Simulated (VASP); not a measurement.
A run of VASP 6.6.1:

File INCAR:

```
PREC     = Accurate       # precision mode
ENCUT    = 600            # plane-wave cutoff, eV
EDIFF    = 1E-6           # SCF threshold, eV
ISMEAR   = 0              # smearing method
SIGMA    = 0.03           # smearing width, eV
LREAL    = F              # projectors in reciprocal space
LASPH    = T              # aspherical terms in the spheres
NELM     = 80             # most SCF steps
ALGO     = Normal         # electronic algorithm
ISIF     = 3              # what is computed and relaxed
LWAVE    = F              # write WAVECAR
LCHARG   = F              # write CHGCAR
GGA      = PS             # functional
IBRION   = 2              # ionic algorithm
NSW      = 90             # ionic steps
EDIFFG   = -0.01          # ionic threshold
```

Contents of KPOINTS:

```
Automatic mesh
0
Gamma
  8 8 8
```

File POSCAR:

```
CdSe
1.0
    0.0000000000      3.0702711986      3.0702711986
    3.0702711986      0.0000000000      3.0702711986
    3.0702711986      3.0702711986      0.0000000000
Cd Se
1 1
Direct
    0.0000000000      0.0000000000      0.0000000000
    0.7500000000      0.7500000000      0.7500000000
```

Potentials or basis: VASP PAW PBE potentials, release 64 (Cd, Se).

The run is started by

```console
$ cat potpaw_PBE.64/Cd/POTCAR potpaw_PBE.64/Se/POTCAR > POTCAR
$ mpirun -np 1 vasp_std > vasp.out
```

Hardware: 1 thread of Intel(R) Xeon(R) 6975P-C (Granite Rapids), on a shared host.

Task: How long does it take, and how much memory?

Result: Wall time 26 s on 1 thread of Intel(R) Xeon(R) 6975P-C (Granite Rapids) (shared host), peak memory 0.22 GiB. Counts: scf iterations 26, k points 29, ion steps 3.
